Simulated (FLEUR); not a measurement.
# Pb (Fm-3m) in FLEUR: a series of runs

The runs below take Pb through equation of state, with r2SCAN.

Program: FLEUR MaX-R8.1 (later development tree). These are calculated values, not measurements. Logs are shortened: lines on timing, memory, paths and dates and some standing lists are left out, and cuts for length are marked.

## Step 1: The crystal as given

Symmetry: Fm-3m, No. 225, cubic system. Conventional cell: a = 4.950 Å, b = 4.950 Å, c = 4.950 Å, α = 90.00°, β = 90.00°, γ = 90.00°. Around Pb (site symmetry m-3m) lie 12 Pb at 3.50 Å.

## Step 2: Equation of state, r2SCAN, 28.50 Å³/atom (volume scaled by 0.94)

Contents of inp.xml:

```xml
<?xml version="1.0" encoding="UTF-8" standalone="no"?>
<fleurInput fleurInputVersion="0.39">
   <comment>
      Pb                                                                                                  
   </comment>
   <calculationSetup>
      <cutoffs Kmax="4.1" Gmax="12.7" GmaxXC="12.7" numbands="0"/>
      <scfLoop itmax="80" minDistance="0.0001" maxIterBroyd="30" imix="Anderson" alpha="0.05" precondParam="0.0" spinf="2.0" sdNocoIR="T"/>
      <coreElectrons ctail="F" frcor="F" kcrel="0" coretail_lmax="0"/>
      <xcFunctional name="LibXC" relativisticCorrections="F">
         <LibXCName exchange="mgga_x_r2scan" correlation="mgga_c_r2scan"/>
         <AuxGGA exchange="117" correlation="130"/>
      </xcFunctional>
      <magnetism jspins="1"/>
      <soc l_soc="F" theta="0.0" phi="0.0" spav="F"/>
      <expertModes spex="0" secvar="F"/>
      <geometryOptimization l_f="F" forcealpha="1.0" forcemix="BFGS" epsdisp="0.00001" epsforce="0.00001"/>
      <ldaU l_linMix="F" mixParam="0.05" spinf="1.0"/>
   </calculationSetup>
   <cell>
      <bzIntegration valenceElectrons="20.0" mode="hist" fermiSmearingEnergy="0.00183747">
         <kPointListSelection listName="default-1"/>
         <!-- k-points included here -->
         <xi:include xmlns:xi="http://www.w3.org/2001/XInclude" href="kpts.xml"> </xi:include>
      </bzIntegration>
      <!-- symmetry operations included here -->
      <xi:include xmlns:xi="http://www.w3.org/2001/XInclude" href="sym.xml"> </xi:include>
      <bulkLattice scale="0.9795861087">
         <bravaisMatrix>
            <row-1>    0.0000000000000000     4.6771099529074922     4.6771099529074922</row-1>
            <row-2>    4.6771099529074922     0.0000000000000000     4.6771099529074922</row-2>
            <row-3>    4.6771099529074922     4.6771099529074922     0.0000000000000000</row-3>
         </bravaisMatrix>
      </bulkLattice>
   </cell>
   <atomSpecies>
      <species name="Lead (Pb)" element="Pb" atomicNumber="82">
         <mtSphere radius="2.66" gridPoints="879" logIncrement="0.015"/>
         <atomicCutoffs lmax="10" lnonsphr="10"/>
         <electronConfig flipSpins="F">
            <coreConfig>(1s1/2) (2s1/2) (2p1/2) (2p3/2) (3s1/2) (3p1/2) (3p3/2) (4s1/2) (3d3/2) (3d5/2) (4p1/2) (4p3/2) (4d3/2) (4d5/2) (4f5/2) (4f7/2) (5s1/2)</coreConfig>
            <valenceConfig>(5p1/2) (5p3/2) (6s1/2) (5d3/2) (5d5/2) (6p1/2) (6p3/2)</valenceConfig>
            <stateOccupation state="(6p1/2)" spinUp="0.333333" spinDown="0.333333"/>
            <stateOccupation state="(6p3/2)" spinUp="0.666667" spinDown="0.666667"/>
         </electronConfig>
         <energyParameters s="6" p="6" d="5" f="5"/>
         <lo type="SCLO" l="1" n="5" eDeriv="0"/>
         <lo type="SCLO" l="1" n="5" eDeriv="1"/>
         <lo type="SCLO" l="0" n="6" eDeriv="2"/>
         <lo type="SCLO" l="2" n="5" eDeriv="2"/>
         <lo type="SCLO" l="3" n="5" eDeriv="2"/>
      </species>
   </atomSpecies>
   <atomGroups>
      <atomGroup species="Lead (Pb)">
         <relPos label="                   1">.0000000000 .0000000000 .0000000000</relPos>
         <force calculate="T" relaxXYZ="TTT"/>
      </atomGroup>
   </atomGroups>
   <output dos="F" band="F" slice="F">
      <checks vchk="F" cdinf="F"/>
      <bandDOS minEnergy="-.5*Htr" maxEnergy="0.5*Htr" sigma="0.015" storeEVData="T"/>
      <vacuumDOS vacdos="F" integ="F" star="F" nstars="0" locx1="0.0" locy1="0.0" locx2="0.0" locy2="0.0" nstm="0" tworkf="0.0"/>
      <unfoldingBand unfoldBand="F" supercellX="1" supercellY="1" supercellZ="1"/>
      <plotting iplot="0" polar="F">
         <plot TwoD="T" vec1="  1.0  0.0  0.0" vec2="  0.0  1.0  0.0" vec3="  0.0  0.0  1.0" zero="  0.0  0.0  0.0" file="plot"/>
      </plotting>
      <chargeDensitySlicing numkpt="0" minEigenval="0.0" maxEigenval="0.0" nnne="0" pallst="F"/>
      <specialOutput eonly="F"/>
      <moessbauerParams electricFieldGradient="T" isomerShift="T" coreHyperfine="T" valenceHyperfine="T"/>
      <magneticCircularDichroism mcd="F" energyLo="-10.0" energyUp="0.0"/>
   </output>
  <!-- We include the file relax.xml here to enable relaxations (see documentation) -->
  <xi:include xmlns:xi="http://www.w3.org/2001/XInclude" href="relax.xml"> <xi:fallback/> </xi:include>
</fleurInput>
```

Potentials or basis: all-electron, FLAPW.

The run is started by

```sh
inpgen -f crystal.txt -profile fastHighL
# inp.xml edited to the form shown
fleur_MPI
```

Output:

```text
Welcome to FLEUR        (www.flapw.de)
      MaX-Release 8.1          (www.max-centre.eu)
 func_ids         498         497         498         497
 MetaGGA potential functional detected - V_tau will be computed
 Auxiliary Potential for radial basis: exchange=         117  correlation=         130
The functional 'Re-regularized SCAN exchange by Furness et al' is an exchange functional, it belongs to the 'MGGA' family and is defined in the reference(s):
[1] J. W. Furness, A. D. Kaplan, J. Ning, J. P. Perdew, and J. Sun.,  J. Phys. Chem. Lett. 11, 8208-8215 (2020)
[2] J. W. Furness, A. D. Kaplan, J. Ning, J. P. Perdew, and J. Sun.,  J. Phys. Chem. Lett. 11, 9248-9248 (2020)
The functional 'Re-regularized SCAN correlation by Furness et al' is a correlation functional, it belongs to the 'MGGA' family and is defined in the reference(s):
[1] J. W. Furness, A. D. Kaplan, J. Ning, J. P. Perdew, and J. Sun.,  J. Phys. Chem. Lett. 11, 8208-8215 (2020)
[2] J. W. Furness, A. D. Kaplan, J. Ning, J. P. Perdew, and J. Sun.,  J. Phys. Chem. Lett. 11, 9248-9248 (2020)
 Using same functional for VXC and EXC

 ========== k-point set info ==========
 Selected k-point list: default-1
 k-point list type: mesh
 9 x 9 x 9
 Number of k points: 35

 ------------Calculation Setup---------------------------
 Number of MPI-tasks      :            1
 Number of PE/node        :            1
 Number of OMP-threads    :            1
 Most efficient MPI parallelization for:
           1           5           7          35
 Additional eigenvalue parallelization possible
 Number of basis functions:          267
 Approximate size of matrices (H+S) per k-point:         0.001 GB
 --------------------------------------------------------
The functional 'Hammer, Hansen, and Norskov' is an exchange functional, it belongs to the 'GGA' family and is defined in the reference(s):
[1] B. Hammer, L. B. Hansen, and J. K. Nørskov.,  Phys. Rev. B 59, 7413 (1999)
The functional 'Perdew, Burke & Ernzerhof' is a correlation functional, it belongs to the 'GGA' family and is defined in the reference(s):
[1] J. P. Perdew, K. Burke, and M. Ernzerhof.,  Phys. Rev. Lett. 77, 3865 (1996)
[2] J. P. Perdew, K. Burke, and M. Ernzerhof.,  Phys. Rev. Lett. 78, 1396 (1997)
 Using same functional for VXC and EXC
 Using auxiliary GGA potential for the first iteration of MetaGGA calculation.
 Reset of history
 Reset of history
 Iteration:     1   Distance:      55.49443568 me/bohr^3
The functional 'Hammer, Hansen, and Norskov' is an exchange functional, it belongs to the 'GGA' family and is defined in the reference(s):
[1] B. Hammer, L. B. Hansen, and J. K. Nørskov.,  Phys. Rev. B 59, 7413 (1999)
The functional 'Perdew, Burke & Ernzerhof' is a correlation functional, it belongs to the 'GGA' family and is defined in the reference(s):
[1] J. P. Perdew, K. Burke, and M. Ernzerhof.,  Phys. Rev. Lett. 77, 3865 (1996)
[2] J. P. Perdew, K. Burke, and M. Ernzerhof.,  Phys. Rev. Lett. 78, 1396 (1997)
 Using same functional for VXC and EXC
 Iteration:     2   Distance:      52.68077211 me/bohr^3
The functional 'Hammer, Hansen, and Norskov' is an exchange functional, it belongs to the 'GGA' family and is defined in the reference(s):
[1] B. Hammer, L. B. Hansen, and J. K. Nørskov.,  Phys. Rev. B 59, 7413 (1999)
The functional 'Perdew, Burke & Ernzerhof' is a correlation functional, it belongs to the 'GGA' family and is defined in the reference(s):
[1] J. P. Perdew, K. Burke, and M. Ernzerhof.,  Phys. Rev. Lett. 77, 3865 (1996)
[2] J. P. Perdew, K. Burke, and M. Ernzerhof.,  Phys. Rev. Lett. 78, 1396 (1997)
 Using same functional for VXC and EXC
 Iteration:     3   Distance:      50.02572569 me/bohr^3
The functional 'Hammer, Hansen, and Norskov' is an exchange functional, it belongs to the 'GGA' family and is defined in the reference(s):
[1] B. Hammer, L. B. Hansen, and J. K. Nørskov.,  Phys. Rev. B 59, 7413 (1999)
The functional 'Perdew, Burke & Ernzerhof' is a correlation functional, it belongs to the 'GGA' family and is defined in the reference(s):
[1] J. P. Perdew, K. Burke, and M. Ernzerhof.,  Phys. Rev. Lett. 77, 3865 (1996)
[2] J. P. Perdew, K. Burke, and M. Ernzerhof.,  Phys. Rev. Lett. 78, 1396 (1997)
 Using same functional for VXC and EXC
 Iteration:     4   Distance:       1.45251889 me/bohr^3
The functional 'Hammer, Hansen, and Norskov' is an exchange functional, it belongs to the 'GGA' family and is defined in the reference(s):
[1] B. Hammer, L. B. Hansen, and J. K. Nørskov.,  Phys. Rev. B 59, 7413 (1999)
The functional 'Perdew, Burke & Ernzerhof' is a correlation functional, it belongs to the 'GGA' family and is defined in the reference(s):
[1] J. P. Perdew, K. Burke, and M. Ernzerhof.,  Phys. Rev. Lett. 77, 3865 (1996)
[2] J. P. Perdew, K. Burke, and M. Ernzerhof.,  Phys. Rev. Lett. 78, 1396 (1997)
 Using same functional for VXC and EXC
 Iteration:     5   Distance:       0.46952102 me/bohr^3
The functional 'Hammer, Hansen, and Norskov' is an exchange functional, it belongs to the 'GGA' family and is defined in the reference(s):
[1] B. Hammer, L. B. Hansen, and J. K. Nørskov.,  Phys. Rev. B 59, 7413 (1999)
The functional 'Perdew, Burke & Ernzerhof' is a correlation functional, it belongs to the 'GGA' family and is defined in the reference(s):
[1] J. P. Perdew, K. Burke, and M. Ernzerhof.,  Phys. Rev. Lett. 77, 3865 (1996)
[2] J. P. Perdew, K. Burke, and M. Ernzerhof.,  Phys. Rev. Lett. 78, 1396 (1997)
 Using same functional for VXC and EXC
 Iteration:     6   Distance:       0.31931938 me/bohr^3
The functional 'Hammer, Hansen, and Norskov' is an exchange functional, it belongs to the 'GGA' family and is defined in the reference(s):
[1] B. Hammer, L. B. Hansen, and J. K. Nørskov.,  Phys. Rev. B 59, 7413 (1999)
The functional 'Perdew, Burke & Ernzerhof' is a correlation functional, it belongs to the 'GGA' family and is defined in the reference(s):
[1] J. P. Perdew, K. Burke, and M. Ernzerhof.,  Phys. Rev. Lett. 77, 3865 (1996)
[2] J. P. Perdew, K. Burke, and M. Ernzerhof.,  Phys. Rev. Lett. 78, 1396 (1997)
 Using same functional for VXC and EXC
 Iteration:     7   Distance:       0.07319242 me/bohr^3
The functional 'Hammer, Hansen, and Norskov' is an exchange functional, it belongs to the 'GGA' family and is defined in the reference(s):
[1] B. Hammer, L. B. Hansen, and J. K. Nørskov.,  Phys. Rev. B 59, 7413 (1999)
The functional 'Perdew, Burke & Ernzerhof' is a correlation functional, it belongs to the 'GGA' family and is defined in the reference(s):
[1] J. P. Perdew, K. Burke, and M. Ernzerhof.,  Phys. Rev. Lett. 77, 3865 (1996)
[2] J. P. Perdew, K. Burke, and M. Ernzerhof.,  Phys. Rev. Lett. 78, 1396 (1997)
 Using same functional for VXC and EXC
 Iteration:     8   Distance:       0.05907570 me/bohr^3
The functional 'Hammer, Hansen, and Norskov' is an exchange functional, it belongs to the 'GGA' family and is defined in the reference(s):
[1] B. Hammer, L. B. Hansen, and J. K. Nørskov.,  Phys. Rev. B 59, 7413 (1999)
The functional 'Perdew, Burke & Ernzerhof' is a correlation functional, it belongs to the 'GGA' family and is defined in the reference(s):
[1] J. P. Perdew, K. Burke, and M. Ernzerhof.,  Phys. Rev. Lett. 77, 3865 (1996)
[2] J. P. Perdew, K. Burke, and M. Ernzerhof.,  Phys. Rev. Lett. 78, 1396 (1997)
 Using same functional for VXC and EXC
 Iteration:     9   Distance:       0.01138768 me/bohr^3
The functional 'Hammer, Hansen, and Norskov' is an exchange functional, it belongs to the 'GGA' family and is defined in the reference(s):
[1] B. Hammer, L. B. Hansen, and J. K. Nørskov.,  Phys. Rev. B 59, 7413 (1999)
The functional 'Perdew, Burke & Ernzerhof' is a correlation functional, it belongs to the 'GGA' family and is defined in the reference(s):
[1] J. P. Perdew, K. Burke, and M. Ernzerhof.,  Phys. Rev. Lett. 77, 3865 (1996)
[2] J. P. Perdew, K. Burke, and M. Ernzerhof.,  Phys. Rev. Lett. 78, 1396 (1997)
 Using same functional for VXC and EXC
 Iteration:    10   Distance:       0.01030657 me/bohr^3
The functional 'Hammer, Hansen, and Norskov' is an exchange functional, it belongs to the 'GGA' family and is defined in the reference(s):
[1] B. Hammer, L. B. Hansen, and J. K. Nørskov.,  Phys. Rev. B 59, 7413 (1999)
The functional 'Perdew, Burke & Ernzerhof' is a correlation functional, it belongs to the 'GGA' family and is defined in the reference(s):
[1] J. P. Perdew, K. Burke, and M. Ernzerhof.,  Phys. Rev. Lett. 77, 3865 (1996)
[2] J. P. Perdew, K. Burke, and M. Ernzerhof.,  Phys. Rev. Lett. 78, 1396 (1997)
 Using same functional for VXC and EXC
 Iteration:    11   Distance:       0.00131540 me/bohr^3
The functional 'Hammer, Hansen, and Norskov' is an exchange functional, it belongs to the 'GGA' family and is defined in the reference(s):
[1] B. Hammer, L. B. Hansen, and J. K. Nørskov.,  Phys. Rev. B 59, 7413 (1999)
The functional 'Perdew, Burke & Ernzerhof' is a correlation functional, it belongs to the 'GGA' family and is defined in the reference(s):
[1] J. P. Perdew, K. Burke, and M. Ernzerhof.,  Phys. Rev. Lett. 77, 3865 (1996)
[2] J. P. Perdew, K. Burke, and M. Ernzerhof.,  Phys. Rev. Lett. 78, 1396 (1997)
 Using same functional for VXC and EXC
 Iteration:    12   Distance:       0.00014314 me/bohr^3
The functional 'Hammer, Hansen, and Norskov' is an exchange functional, it belongs to the 'GGA' family and is defined in the reference(s):
[1] B. Hammer, L. B. Hansen, and J. K. Nørskov.,  Phys. Rev. B 59, 7413 (1999)
The functional 'Perdew, Burke & Ernzerhof' is a correlation functional, it belongs to the 'GGA' family and is defined in the reference(s):
[1] J. P. Perdew, K. Burke, and M. Ernzerhof.,  Phys. Rev. Lett. 77, 3865 (1996)
[2] J. P. Perdew, K. Burke, and M. Ernzerhof.,  Phys. Rev. Lett. 78, 1396 (1997)
 Using same functional for VXC and EXC
 Iteration:    13   Distance:       0.00011769 me/bohr^3
The functional 'Hammer, Hansen, and Norskov' is an exchange functional, it belongs to the 'GGA' family and is defined in the reference(s):
[1] B. Hammer, L. B. Hansen, and J. K. Nørskov.,  Phys. Rev. B 59, 7413 (1999)
The functional 'Perdew, Burke & Ernzerhof' is a correlation functional, it belongs to the 'GGA' family and is defined in the reference(s):
[1] J. P. Perdew, K. Burke, and M. Ernzerhof.,  Phys. Rev. Lett. 77, 3865 (1996)
[2] J. P. Perdew, K. Burke, and M. Ernzerhof.,  Phys. Rev. Lett. 78, 1396 (1997)
 Using same functional for VXC and EXC
 Iteration:    14   Distance:       0.00000860 me/bohr^3

 ********************************************************************
 Run finished successfully
 Stop message:
   all done
 ********************************************************************
```

Wall time 19 s (1 thread of Arm Neoverse V2, shared host); peak memory 0.08 GiB.

Results:

```yaml
Free_energy: -569429.4146 eV
Band_gap_on_the_k_mesh: none (metal or under the smearing width)
Valence_electrons_inside_the_program's_atomic_spheres: Pb 18.07 (radii Pb 2.66 bohr)
```

Caveat: the meta-GGA is that of a development version, with a GGA for the radial functions and cores and without core tails.

## Step 3: Equation of state, r2SCAN, 29.11 Å³/atom (volume scaled by 0.96)

Changes to inp.xml since step 2:

```diff
@@ -27,3 +27,3 @@
       <xi:include xmlns:xi="http://www.w3.org/2001/XInclude" href="sym.xml"> </xi:include>
-      <bulkLattice scale="0.9795861087">
+      <bulkLattice scale="0.9864848297">
          <bravaisMatrix>
```

Potentials or basis: all-electron, FLAPW.

The run is started by

```sh
inpgen -f crystal.txt -profile fastHighL
# inp.xml edited to the form shown
fleur_MPI
```

It took 17 s on 1 thread of Arm Neoverse V2, shared host; peak memory 0.08 GiB.

It converged, with:

| Quantity | Value |
| --- | --- |
| Free energy | -569429.4307 eV |
| Band gap on the k mesh | none (metal or under the smearing width) |
| Valence electrons inside the program's atomic spheres | Pb 18.05 (radii Pb 2.66 bohr) |

Caveat: the meta-GGA is that of a development version, with a GGA for the radial functions and cores and without core tails.

## Step 4: Equation of state, r2SCAN, 30.32 Å³/atom

Changes to inp.xml since step 3:

```diff
@@ -27,3 +27,3 @@
       <xi:include xmlns:xi="http://www.w3.org/2001/XInclude" href="sym.xml"> </xi:include>
-      <bulkLattice scale="0.9864848297">
+      <bulkLattice scale="1.0000000000">
          <bravaisMatrix>
```

The run is started by

```sh
inpgen -f crystal.txt -profile fastHighL
# inp.xml edited to the form shown
fleur_MPI
```

It took 19 s on 1 thread of Arm Neoverse V2, shared host; peak memory 0.08 GiB.

Results (log left out):

* Free energy: -569429.4481 eV
* Band gap on the k mesh: none (metal or under the smearing width)
* Valence electrons inside the program's atomic spheres: Pb 18.03 (radii Pb 2.66 bohr)

Caveat: the meta-GGA is that of a development version, with a GGA for the radial functions and cores and without core tails.

## Step 5: Equation of state, r2SCAN, 31.54 Å³/atom (volume scaled by 1.04)

Changes to inp.xml since step 4:

```diff
@@ -27,3 +27,3 @@
       <xi:include xmlns:xi="http://www.w3.org/2001/XInclude" href="sym.xml"> </xi:include>
-      <bulkLattice scale="1.0000000000">
+      <bulkLattice scale="1.0131594038">
          <bravaisMatrix>
```

The run is started by

```sh
inpgen -f crystal.txt -profile fastHighL
# inp.xml edited to the form shown
fleur_MPI
```

It took 20 s on 1 thread of Arm Neoverse V2, shared host; peak memory 0.08 GiB.

It converged, with:

```
Free energy                                           : -569429.4499 eV
Band gap on the k mesh                                : none (metal or under the smearing width)
Valence electrons inside the program's atomic spheres : Pb 18.00 (radii Pb 2.66 bohr)
```

Caveat: the meta-GGA is that of a development version, with a GGA for the radial functions and cores and without core tails.

## Step 6: Equation of state, r2SCAN, 32.14 Å³/atom (volume scaled by 1.06)

Changes to inp.xml since step 5:

```diff
@@ -27,3 +27,3 @@
       <xi:include xmlns:xi="http://www.w3.org/2001/XInclude" href="sym.xml"> </xi:include>
-      <bulkLattice scale="1.0131594038">
+      <bulkLattice scale="1.0196128224">
          <bravaisMatrix>
```

Potentials or basis: all-electron, FLAPW.

The run is started by

```sh
inpgen -f crystal.txt -profile fastHighL
# inp.xml edited to the form shown
fleur_MPI
```

Run time: 21 s. Hardware: 1 thread of Arm Neoverse V2, shared host; peak memory 0.08 GiB.

It converged, with:

```yaml
Free_energy: -569429.4459 eV
Band_gap_on_the_k_mesh: none (metal or under the smearing width)
Valence_electrons_inside_the_program's_atomic_spheres: Pb 17.99 (radii Pb 2.66 bohr)
```

Caveat: the meta-GGA is that of a development version, with a GGA for the radial functions and cores and without core tails.

## Step 7: Equation of state, r2SCAN

This step only gathers the single runs of the series.

What came out:

- Equilibrium volume: 31.07 Å³/atom
- Bulk modulus: 45 GPa

Energy against volume, from the lowest point:
```
volume (Å³/atom)  energy (meV/atom)
          28.503              35.26
          29.110              19.17
          30.323               1.81
          31.535               0.00
          32.142               3.94
```

Caveat: the meta-GGA is that of a development version, with a GGA for the radial functions and cores and without core tails.

## Step 8: Comparison with measurements

Step 7. The cell as given is a measured one (30.32 Å³/atom); r2SCAN puts the equilibrium volume +2.5 % from it, thermal expansion not counted.
